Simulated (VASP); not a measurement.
Runs of VASP 6.6.1 on CdS. The structure is cubic, space group F-43m (No. 216). The conventional cell has a = 5.836 Å, b = 5.836 Å, c = 5.836 Å, α = 90.00°, β = 90.00°, γ = 90.00°. Around Cd (site symmetry -43m) lie 4 S at 2.53 Å. S (site symmetry -43m) has 4 Cd at 2.53 Å as nearest neighbours. The cell is a database's computed one.

| level | potentials or basis | k mesh | cutoff (eV) | smearing | gap on the mesh (eV) | pressure (GPa) |
| --- | --- | --- | --- | --- | --- | --- |
| r2SCAN | VASP PAW PBE potentials, release 64 (Cd, S) | 8 × 8 × 8 | 520 | gaussian 0.02 eV | (a) | 1.7 |
| PBEsol | VASP PAW PBE potentials, release 64 (Cd, S) | 12 × 12 × 12 | 520 | gaussian 0.02 eV | 1.01 | 0.1 |
| PBEsol | VASP PAW PBE potentials, release 64 (Cd, S) | 8 × 8 × 8 | 520 | gaussian 0.5 eV | 1.01 | 0.1 |
| PBEsol | VASP PAW PBE potentials, release 64 (Cd, S_h) | 8 × 8 × 8 | 900 | gaussian 0.02 eV | 1.01 | 0.1 |
| PBEsol | VASP PAW PBE potentials, release 64 (Cd, S) | 8 × 8 × 8 | 700 | gaussian 0.02 eV | 1.01 | 0.1 |

Alike in all rows: task single point; no spin polarisation; cell as given.

**Question.** Estimate the missing entries.

**Answer.** (a) 1.59.

Caveats: the PAW data sets were made with another functional, which shifts forces and pressure a little.

A k mesh can miss the band edges, and the runs leave out spin-orbit coupling on Cd.
